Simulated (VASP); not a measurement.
# CdS (Hawleyite) (F-43m) in VASP: further runs

Runs on CdS (Hawleyite). Level: PBEsol. Tasks: single point, relaxation of cell and atoms.

Program: VASP 6.6.1. These are calculated values, not measurements. Logs are shortened: lines on timing, memory, paths and dates and some standing lists are left out, and cuts for length are marked.

### 1 The structure

The structure is cubic, space group F-43m (No. 216). Conventional cell: a = 5.926 Å, b = 5.926 Å, c = 5.926 Å, α = 90.00°, β = 90.00°, γ = 90.00°. Cd (site symmetry -43m) is surrounded by 4 S at 2.57 Å. Around S (site symmetry -43m) lie 4 Cd at 2.57 Å.

### 2 Single point, PBEsol (relaxed again under DFT PBEsol, scalar-relativistic, plane waves, PAW)

INCAR reads:

```
ALGO     = Normal         # electronic algorithm
EDIFF    = 1E-6           # SCF threshold, eV
ENCUT    = 520            # plane-wave cutoff, eV
GGA      = PS             # functional
ISIF     = 2              # what is computed and relaxed
ISMEAR   = 0              # smearing method
LASPH    = T              # aspherical terms in the spheres
LCHARG   = T              # write CHGCAR
LELF     = T              # ELF
LREAL    = F              # projectors in reciprocal space
LVHAR    = T            
LWAVE    = F              # write WAVECAR
NBANDS   = 16             # bands
NELM     = 80             # most SCF steps
PREC     = Accurate       # precision mode
SIGMA    = 0.02           # smearing width, eV
```

KPOINTS reads:

```
k-points
0
Gamma
  8 8 8
```

POSCAR reads:

```
CdS
1.0
    0.0000000000      2.9123057806      2.9123057806
    2.9123057806      0.0000000000      2.9123057806
    2.9123057806      2.9123057806      0.0000000000
Cd S
1 1
Direct
    0.0000000000      0.0000000000      0.0000000000
    0.2500000000      0.2500000000      0.2500000000
```

Potentials or basis: VASP PAW PBE potentials, release 64 (Cd, S).

Launch:

```console
cat potpaw_PBE.64/Cd/POTCAR potpaw_PBE.64/S/POTCAR > POTCAR
mpirun -np 1 vasp_std > vasp.out
```

OUTCAR:

```text
EDIFF = 1E-6
   ENCUT = 520
   GGA = PS
   ISIF = 2
   ISMEAR = 0
   LASPH = T
   LREAL = F
   NELM = 80
   PREC = Accurate

 ion  position               nearest neighbor table
   1  0.000  0.000  0.000-   2 2.52   2 2.52   2 2.52   2 2.52
   2  0.250  0.250  0.250-   1 2.52   1 2.52   1 2.52   1 2.52

  LATTYP: Found a face centered cubic cell.
 ALAT       =     5.8246115612

  Lattice vectors:

 A1 = (   0.0000000000,   2.9123057806,   2.9123057806)
 A2 = (   2.9123057806,   0.0000000000,   2.9123057806)
 A3 = (   2.9123057806,   2.9123057806,   0.0000000000)

Analysis of symmetry for initial positions (statically):
=====================================================================
 Subroutine PRICEL returns:
 Original cell was already a primitive cell.

 Routine SETGRP: Setting up the symmetry group for a
 face centered cubic supercell.

 Subroutine GETGRP returns: Found 24 space group operations
 (whereof 24 operations were pure point group operations)
 out of a pool of 48 trial point group operations.

The static configuration has the point symmetry T_d .

Analysis of symmetry for dynamics (positions and initial velocities):
=====================================================================
 Subroutine PRICEL returns:
 Original cell was already a primitive cell.

 Routine SETGRP: Setting up the symmetry group for a
 face centered cubic supercell.

 Subroutine GETGRP returns: Found 24 space group operations
 (whereof 24 operations were pure point group operations)
 out of a pool of 48 trial point group operations.

The dynamic configuration has the point symmetry T_d .

 Subroutine INISYM returns: Found 24 space group operations
 (whereof 24 operations are pure point group operations),
 and found     1 'primitive' translations

----------------------------------------------------------------------------------------

                                     Primitive cell

  volume of cell :      49.4016

  direct lattice vectors                    reciprocal lattice vectors
     0.000000000  2.912305781  2.912305781    -0.171685269  0.171685269  0.171685269
     2.912305781  0.000000000  2.912305781     0.171685269 -0.171685269  0.171685269
     2.912305781  2.912305781  0.000000000     0.171685269  0.171685269 -0.171685269

  length of vectors
     4.118622333  4.118622333  4.118622333     0.297367608  0.297367608  0.297367608

  position of ions in fractional coordinates (direct lattice)
     0.000000000  0.000000000  0.000000000
     0.250000000  0.250000000  0.250000000

  ion indices of the primitive-cell ions
   primitive index   ion index
                 1           1
                 2           2

----------------------------------------------------------------------------------------

 KPOINTS: k-points

Automatic generation of k-mesh.
 Grid dimensions read from file:
 generate k-points for:    8    8    8

 Generating k-lattice:

  Cartesian coordinates                     Fractional coordinates (reciprocal lattice)
    -0.021460659  0.021460659  0.021460659     0.125000000  0.000000000  0.000000000
     0.021460659 -0.021460659  0.021460659     0.000000000  0.125000000  0.000000000
     0.021460659  0.021460659 -0.021460659     0.000000000  0.000000000  0.125000000

  Length of vectors
     0.037170951  0.037170951  0.037170951

  Shift w.r.t. Gamma in fractional coordinates (k-lattice)
     0.000000000  0.000000000  0.000000000

 Subroutine IBZKPT returns following result:
 ===========================================

 Found     29 irreducible k-points:

 Following reciprocal coordinates:
            Coordinates               Weight
  0.000000  0.000000  0.000000      1.000000
  0.125000  0.000000  0.000000      8.000000
  0.250000  0.000000  0.000000      8.000000
  0.375000  0.000000  0.000000      8.000000
  0.500000  0.000000  0.000000      4.000000
  0.125000  0.125000  0.000000      6.000000
[... 16 lines left out ...]
  0.500000  0.250000  0.125000     48.000000
 -0.375000  0.250000  0.125000     24.000000
 [... further k-points ...]
   k-points           NKPTS =     29   k-points in BZ     NKDIM =     29   number of bands    NBANDS=     16
   number of dos      NEDOS =    301   number of ions     NIONS =      2
   total plane-waves  NPLWV =  32768
   dimension x,y,z NGX =    32 NGY =   32 NGZ =   32
   dimension x,y,z NGXF=    64 NGYF=   64 NGZF=   64
   ions per type =               1   1
   NGX,Y,Z   is equivalent  to a cutoff of  12.92, 12.92, 12.92 a.u.
   NGXF,Y,Z  is equivalent  to a cutoff of  25.83, 25.83, 25.83 a.u.
 SYSTEM =  unknown system
   PREC   = accura    normal or accurate (medium, high low for compatibility)
   ISTART =      0    job   : 0-new  1-cont  2-samecut
   ICHARG =      2    charge: 1-file 2-atom 10-const
   ISPIN  =      1    spin polarized calculation?
   LNONCOLLINEAR =      F non collinear calculations
   LSORBIT =      F    spin-orbit coupling
   LASPH  =      T    aspherical Exc in radial PAW
   ENCUT  =  520.0 eV  38.22 Ry    6.18 a.u.   7.66  7.66  7.66*2*pi/ulx,y,z
   NELM   =     80;   NELMIN=  2; NELMDL= -5     # of ELM steps
   EDIFF  = 0.1E-05   stopping-criterion for ELM
   LREAL  =      F    real-space projection
   EDIFFG = 0.1E-04   stopping-criterion for IOM
   NSW    =      0    number of steps for IOM
   IBRION =     -1    ionic relax: 0-MD 1-quasi-New 2-CG
   NFREE  =      0    steps in history (QN), initial steepest desc. (CG)
   ISIF   =      2    stress and relaxation
   ISYM   =      2    0-nonsym 1-usesym 2-fastsym
   POTIM  = 0.5000    time-step for ionic-motion
   TEBEG  =    0.0;   TEEND  =   0.0 temperature during run
   PSTRESS=    0.0 pullay stress
   NELECT =      18.0000    total number of electrons
   NUPDOWN=      -1.0000    fix difference up-down
   EMIN   =  10.00;   EMAX   =-10.00  energy-range for DOS
   EFERMI =   0.00;   METHOD = LEGACY
   ISMEAR =     0;   SIGMA  =   0.02  broadening in eV -4-tet -1-fermi 0-gaus
   EFERMI_NEDOS =   21; number of points for ismear=-14 and -15
   IALGO  =     38    algorithm
   IMIX   =      4    mixing-type and parameters
     AMIX     =   0.40;   BMIX     =  1.00
     AMIX_MAG =   1.60;   BMIX_MAG =  1.00
  volume/ion in A,a.u.               =      24.70       166.69
  Fermi-wavevector in a.u.,A,eV,Ry     =   1.169280  2.209620 18.602114  1.367217
  Thomas-Fermi vector in A             =   2.305755
   LORBIT       =      0    0 simple, 1 ext, 2 COOP (PROOUT), +10 PAW based schemes
   GGA     = PS    functional components
   LHFCALC =     F    Hartree Fock is set to
   AEXX    =    0.0000 exact exchange contribution
   IVDW    =     0    specifies the selected vdW correction
   LEPSILON=     F    determine dielectric tensor
   LRPA    =     F    only Hartree local field effects (RPA)
 non-spin polarized calculation
 Gauss-broadening in eV      SIGMA  =   0.02
  energy-cutoff  :      520.00
  volume of cell :       49.40
 maximum number of plane-waves:      1363
   NGX = 15   NGY = 15   NGZ = 15

 number of electron      18.0000004 magnetization

 Free energy of the ion-electron system (eV)
  ---------------------------------------------------
  ext. energy  EPLUGINS =         0.00000000
  ---------------------------------------------------
  free energy    TOTEN  =        -6.81314115 eV

  energy without entropy =       -6.81314115  energy(sigma->0) =       -6.81314115

 E-fermi :   1.4083     XC(G=0):  -9.3985

 val. band max:        1.2493239363   @ k =   0.0000   0.0000   0.0000
 cond. band min:       2.2663752512   @ k =   0.0000   0.0000   0.0000
 fundamental gap:      1.0170513149
 Fermi energy:         1.4083224132

 k-point     1 :       0.0000    0.0000    0.0000
  band No.  band energies     occupation
      1     -11.1622      2.00000
      2      -6.4962      2.00000
      3      -6.4962      2.00000
      4      -6.4962      2.00000
      5      -6.0020      2.00000
      6      -6.0020      2.00000
[... 8 lines left out ...]
     15      12.7018      0.00000
     16      12.7018      0.00000

 k-point     2 :       0.1250    0.0000    0.0000
  band No.  band energies     occupation
      1     -11.0978      2.00000
      2      -6.4731      2.00000
      3      -6.4731      2.00000
      4      -6.4437      2.00000
      5      -6.0032      2.00000
      6      -6.0032      2.00000
[... 8 lines left out ...]
     15      12.0635      0.00000
     16      13.0579      0.00000

 k-point     3 :       0.2500    0.0000    0.0000
  band No.  band energies     occupation
      1     -10.9411      2.00000
      2      -6.4231      2.00000
      3      -6.4231      2.00000
      4      -6.2516      2.00000
      5      -5.9979      2.00000
      6      -5.9979      2.00000
[... 8 lines left out ...]
     15      11.8168      0.00000
     16      12.3735      0.00000

 k-point     4 :       0.3750    0.0000    0.0000
  band No.  band energies     occupation
      1     -10.7841      2.00000
      2      -6.3847      2.00000
      3      -6.3847      2.00000
      4      -5.9774      2.00000
      5      -5.9774      2.00000
      6      -5.8886      2.00000
[... 8 lines left out ...]
     15      12.6879      0.00000
     16      12.6879      0.00000

 k-point     5 :       0.5000    0.0000    0.0000
  band No.  band energies     occupation
      1     -10.7195      2.00000
      2      -6.3730      2.00000
      3      -6.3730      2.00000
      4      -5.9635      2.00000
      5      -5.9635      2.00000
      6      -5.6173      2.00000
[... 8 lines left out ...]
     15      13.7645      0.00000
     16      13.7645      0.00000

 k-point     6 :       0.1250    0.1250    0.0000
  band No.  band energies     occupation
      1     -11.0765      2.00000
      2      -6.4549      2.00000
      3      -6.4511      2.00000
      4      -6.4511      2.00000
      5      -6.0190      2.00000
      6      -5.9889      2.00000
[... 8 lines left out ...]
     15      12.8037      0.00000
     16      13.7263      0.00000

 k-point     7 :       0.2500    0.1250    0.0000
  band No.  band energies     occupation
      1     -10.9509      2.00000
      2      -6.4211      2.00000
      3      -6.3974      2.00000
      4      -6.3154      2.00000
      5      -6.0224      2.00000
      6      -5.9762      2.00000
[... 8 lines left out ...]
     15      12.6613      0.00000
     16      13.7974      0.00000

 k-point     8 :       0.3750    0.1250    0.0000
  band No.  band energies     occupation
      1     -10.7946      2.00000
      2      -6.3811      2.00000
      3      -6.3524      2.00000
      4      -6.0874      2.00000
      5      -5.9612      2.00000
      6      -5.9214      2.00000
[... 8 lines left out ...]
     15      13.1913      0.00000
     16      13.2601      0.00000

 k-point     9 :       0.5000    0.1250    0.0000
  band No.  band energies     occupation
      1     -10.7003      2.00000
      2      -6.3612      2.00000
      3      -6.3380      2.00000
      4      -6.0073      2.00000
      5      -5.9600      2.00000
      6      -5.6076      2.00000
[... 8 lines left out ...]
     15      13.5373      0.00000
     16      13.7983      0.00000
[... 172 lines left out ...]
 k-point    19 :       0.5000    0.3750    0.0000
  band No.  band energies     occupation
      1     -10.6037      2.00000
      2      -6.2799      2.00000
      3      -6.1693      2.00000
      4      -6.1494      2.00000
      5      -5.9263      2.00000
      6      -5.5637      2.00000
[... 8 lines left out ...]
     15      13.9254      0.00000
     16      14.8787      0.00000

 k-point    20 :      -0.3750    0.3750    0.0000
  band No.  band energies     occupation
      1     -10.5958      2.00000
      2      -6.2966      2.00000
      3      -6.1957      2.00000
      4      -6.0968      2.00000
      5      -5.9563      2.00000
      6      -5.4141      2.00000
[... 8 lines left out ...]
     15      13.2160      0.00000
     16      15.4526      0.00000

 k-point    21 :       0.5000    0.5000    0.0000
  band No.  band energies     occupation
      1     -10.5829      2.00000
      2      -6.2838      2.00000
      3      -6.1376      2.00000
      4      -6.1376      2.00000
      5      -5.9121      2.00000
      6      -5.5539      2.00000
[... 8 lines left out ...]
     15      13.6010      0.00000
     16      14.7126      0.00000

 k-point    22 :       0.3750    0.2500    0.1250
  band No.  band energies     occupation
      1     -10.8260      2.00000
      2      -6.3707      2.00000
      3      -6.3433      2.00000
      4      -6.1821      2.00000
      5      -5.9970      2.00000
      6      -5.9416      2.00000
[... 8 lines left out ...]
     15      13.2134      0.00000
     16      14.9901      0.00000

 k-point    23 :       0.5000    0.2500    0.1250
  band No.  band energies     occupation
      1     -10.7026      2.00000
      2      -6.3340      2.00000
      3      -6.3068      2.00000
      4      -6.0734      2.00000
      5      -5.9680      2.00000
      6      -5.7119      2.00000
[... 8 lines left out ...]
     15      13.9881      0.00000
     16      14.3017      0.00000

 k-point    24 :      -0.3750    0.2500    0.1250
  band No.  band energies     occupation
      1     -10.6522      2.00000
      2      -6.3294      2.00000
      3      -6.2892      2.00000
      4      -6.0305      2.00000
      5      -5.9751      2.00000
      6      -5.4998      2.00000
[... 8 lines left out ...]
     15      13.4470      0.00000
     16      14.3829      0.00000

 [... further k-points ...]
[... 5 lines left out ...]
  --------------------------------------------------------------------------------------
  -------------------------------------------------------------------------------------
  Total        0.1179303      0.1179303      0.1179303     -0.0000000      0.0000000      0.0000000
  in kB        3.8246783      3.8246783      3.8246783     -0.0000000      0.0000000      0.0000000
  external PRESSURE =       3.8246783 kB  Pullay stress =       0.0000000 kB

 VOLUME and BASIS-vectors are now :
 -----------------------------------------------------------------------------
  energy-cutoff  :      520.00
  volume of cell :       49.40
      direct lattice vectors                 reciprocal lattice vectors
     0.000000000  2.912305781  2.912305781    -0.171685269  0.171685269  0.171685269
     2.912305781  0.000000000  2.912305781     0.171685269 -0.171685269  0.171685269
     2.912305781  2.912305781  0.000000000     0.171685269  0.171685269 -0.171685269

 POSITION                                       TOTAL-FORCE (eV/Angst)
 -----------------------------------------------------------------------------------
      0.00000      0.00000      0.00000         0.000000      0.000000      0.000000
      1.45615      1.45615      1.45615        -0.000000     -0.000000     -0.000000
 -----------------------------------------------------------------------------------
    total drift:                               -0.000000     -0.000000     -0.000000

  FREE ENERGIE OF THE ION-ELECTRON SYSTEM (eV)
  ---------------------------------------------------
  free  energy   TOTEN  =        -6.8131411455 eV

  energy  without entropy=       -6.8131411455  energy(sigma->0) =       -6.81314115
```

Run time: 8.3 s. Hardware: 1 thread of Intel Xeon 6975P-C (Granite Rapids), shared host; peak memory 0.18 GiB.

What came out:

```yaml
Free_energy: -6.8131 eV
Pressure: 0.4 GPa
Band_gap_on_the_k_mesh: 1.02 eV, direct
```

Caveat: the PAW data sets were made with another functional, which shifts forces and pressure a little.

### 3 Relaxation of cell and atoms, PBEsol

INCAR reads:

```
SYSTEM = CdS
PREC = Accurate
ENCUT = 600
EDIFF = 1E-6
ISMEAR = 0
SIGMA = 0.02
LREAL = .False.
LASPH = .True.
NELM = 100
ALGO = Normal
ISIF = 3
LWAVE = .False.
LCHARG = .False.
GGA = PS
IBRION = 2
NSW = 70
EDIFFG = -0.005
```

KPOINTS reads:

```
Automatic mesh
0
Gamma
  8 8 8
  0 0 0
```

POSCAR reads:

```
CdS
1.0
    0.0000000000      2.9632113921      2.9632113921
    2.9632113921      0.0000000000      2.9632113921
    2.9632113921      2.9632113921      0.0000000000
Cd S
1 1
Direct
    0.0000000000      0.0000000000      0.0000000000
    0.2500000000      0.2500000000      0.2500000000
```

Potentials or basis: VASP PAW PBE potentials, release 64 (Cd, S).

Launch:

```console
cat potpaw_PBE.64/Cd/POTCAR potpaw_PBE.64/S/POTCAR > POTCAR
mpirun -np 1 vasp_std > vasp.out
```

It took 22 s on 1 thread of Intel Xeon 6975P-C (Granite Rapids), shared host; peak memory 0.22 GiB.

The run converged. Its results:

```yaml
Free_energy: -6.8146 eV
Relaxed_volume: 24.83 Å³/atom
Relaxed_cell: a = 4.126 Å, b = 4.126 Å, c = 4.126 Å, α = 60.00°, β = 60.00°, γ = 60.00°
Space_group_after_relaxing_to_0.05_Å: F-43m (No. 216)
Energy_gained_by_relaxing: 9.8 meV/atom
Ionic_steps: 3
Pressure_after_relaxing: 0.0 GPa
Band_gap_on_the_k_mesh: 1.01 eV, direct
```

The path:
```csv
step,energy change (eV),largest force (eV/Å),pressure (GPa),volume (Å³)
1,0.0000,0.0000,-2.55,52.04
2,-0.0176,0.0000,0.84,48.98
3,-0.0196,0.0000,-0.01,49.67
```

Final structure:
```
Cd S
1.0
     0.00000    2.91754    2.91754
     2.91754    0.00000    2.91754
     2.91754    2.91754    0.00000
Cd S
1 1
Direct
  0.00000 0.00000 0.00000
  0.25000 0.25000 0.25000
```

Levels at points of the mesh, in eV from the valence-band top:
```
           k point  band 7  band 8  band 9  band 10  band 11  band 12
(0.00, 0.00, 0.00)    0.00    0.00    0.00     1.01     6.44     6.44
(0.50, 0.00, 0.00)   -4.47   -0.76   -0.76     2.89     6.91     6.91
(0.50, 0.50, 0.00)   -4.01   -1.91   -1.91     3.39     4.25     9.07
```

Caveat: the PAW data sets were made with another functional, which shifts forces and pressure a little. A hybrid or GW would open this gap; PBEsol tends to underestimate it.
